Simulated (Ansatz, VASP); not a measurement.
One calculation of CO, two programs

```xyz
8
Lattice="5.6688 0.0000 0.0000 0.0000 5.6688 0.0000 0.0000 0.0000 5.6688" Properties=species:S:1:pos:R:3 pbc="T T T"
C     5.4771    5.4771    5.4771
C     3.0261    0.1917    2.6427
C     2.6427    3.0261    0.1917
C     0.1917    2.6427    3.0261
O     0.4587    0.4587    0.4587
O     2.3757    5.2101    3.2931
O     3.2931    2.3757    5.2101
O     5.2101    3.2931    2.3757
```

Alike in both runs: functional r2SCAN; k mesh 4 × 4 × 4; occupations gaussian, width 0.02 eV; no spin polarisation.

Ansatz relaxed the structure, and its values are those at the end. VASP's run is a single point on that final structure, the one shown.

|  | VASP | Ansatz |
| --- | --- | --- |
| version | VASP 6.6.1 | Ansatz 0.2.0 |
| potentials or method | VASP PAW PBE potentials, release 64 (C, O) | scalar-relativistic, plane waves, PAW |
| plane-wave cutoff (eV) | 520 | 500 |
| valence electrons in the cell | 40 | 40 |

Ansatz gave:

| Quantity | Value |
| --- | --- |
| gap on the k mesh at the Fermi level (eV) | 6.75 |
| least direct gap on the mesh (eV) | 6.75 |
| pressure (GPa) | 0.0 |
| rms of the force components (eV/Å) | 0.004 |

**Question.** Which values does VASP return?

**Answer.** gap on the k mesh at the Fermi level (eV): 6.77; least direct gap on the mesh (eV): 6.77; pressure (GPa): 1.3; rms of the force components (eV/Å): 0.619.

One of these differences is far larger than is usual between the two programs; its cause wasn't traced. The functional is the same, so the differences come from potentials, cutoffs and numerics.

Caveats: the standard files for N, O and F lose accuracy on very short bonds; the PAW data sets were made with another functional, which shifts forces and pressure a little (VASP). A k mesh can miss the band edges. r2SCAN opens gaps a little over a GGA but as a rule still falls short of measured ones.
